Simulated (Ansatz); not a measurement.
## NbC: energy less free atoms and pressure against volume scale

Periodic Kohn-Sham DFT of a crystal at fixed atoms, scaled to volume_scale times the given cell; pressure positive in compression, energy less spherical unpolarised free atoms, largest_vzz the field gradient of largest size among the nuclei. The results are calculated, by Ansatz 0.2.0.

The cell before it is scaled or strained (space group Fm-3m, No. 225):
```
NbC
1.0
      0.0000     2.2000     2.2000
      2.2000     0.0000     2.2000
      2.2000     2.2000     0.0000
Nb C
1 1
Direct
  0.00000 0.00000 0.00000
  0.50000 0.50000 0.50000
```

Settings of every row: method all-electron LAPW; functional PBE; relativity scalar; k mesh 14x14x14; filling fermi-dirac; smearing width 0.08 eV; basis error target 0.25 meV/atom; nucleus gaussian.

Atom start moment: 0 on all atoms.

```csv
row,volume scale,V (Å³/atom),energy less free atoms (eV/atom),pressure (GPa)
1,0.94,10.009,-10.0867,46.002
2,0.9405,10.014,-10.0882,45.746
3,0.96,10.222,-10.1412,36.264
4,0.97,10.329,-10.1638,31.748
5,0.98,10.435,-10.1835,27.451
6,1,10.648,?,?
7,1.01,10.754,-10.2263,15.77
8,1.02,10.861,-10.2356,12.247
9,1.03,10.967,-10.2426,8.893
10,1.04,11.074,-10.2474,5.702
11,1.06,11.287,-10.251,-0.227
```

Question: what energy less free atoms and pressure should row 6 give?

Worked fit of energy less free atoms. Take u = (V_r/V)^(2/3) − 1 with V_r = 10.595 Å³ an atom, which is twice the finite (Eulerian) strain; such expansions in the strain, on which the Birch-Murnaghan equation of state is built, carry the rest volume and the bulk modulus. The shown rows have u = 0.03866, 0.03831, 0.02418, 0.0171, 0.0102, -0.00988, -0.01639, -0.02274, -0.02905, -0.0413. Least squares give energy less free atoms = −10.20782 + 2.1232 × u + 26.106 × u² eV/atom; a straight line predicts inner rows, each left out in turn, worse (root mean square 0.015 against 6.2e-05 eV/atom). The rows lie off it by 0.0000, 0.0000, 0.0000, 0.0001, -0.0001, -0.0001, 0.0000, 0.0000, 0.0001, 0.0000. Its lowest point lies at u = -0.0407, or V = 11.28 Å³ an atom, and the curvature there gives the bulk modulus at fixed shape and fractions, B = (4/9)(1 + u)² E″(u)/V = 303 GPa. The withheld row has u = -0.00332, so the fit gives −10.20782 + 2.1232 × (-0.00332) + 26.106 × (-0.00332)² = -10.2146 eV/atom.

The calculation gave -10.2146 eV/atom. The fit meets it to the printed digit.

Worked fit of pressure. Take u = (V_r/V)^(2/3) − 1 with V_r = 10.595 Å³ an atom, which is twice the finite (Eulerian) strain; such expansions in the strain, on which the Birch-Murnaghan equation of state is built, carry the rest volume and the bulk modulus. The shown rows have u = 0.03866, 0.03831, 0.02418, 0.0171, 0.0102, -0.00988, -0.01639, -0.02274, -0.02905, -0.0413. Least squares give pressure = 21.3831 + 581.577 × u + 1420.5 × u² GPa; a straight line predicts inner rows, each left out in turn, worse (root mean square 0.81 against 0.013 GPa). The rows lie off it by 0.012, -0.002, -0.012, 0.005, -0.012, -0.006, 0.014, 0.000, 0.015, -0.014 (root mean square 0.011 GPa). The pressure vanishes at u = -0.0408, or V = 11.28 Å³ an atom, and there the bulk modulus at fixed shape and fractions is B = −V dP/dV = (2/3)(1 + u) dP/du = 298 GPa. The withheld row has u = -0.00332, so the fit gives 21.3831 + 581.577 × (-0.00332) + 1420.5 × (-0.00332)² = 19.468 GPa.

The calculation gave 19.473 GPa. The fit lies 0.005 GPa (0.011 % of the column's range) below it; its largest miss of a shown row is 0.015 GPa.
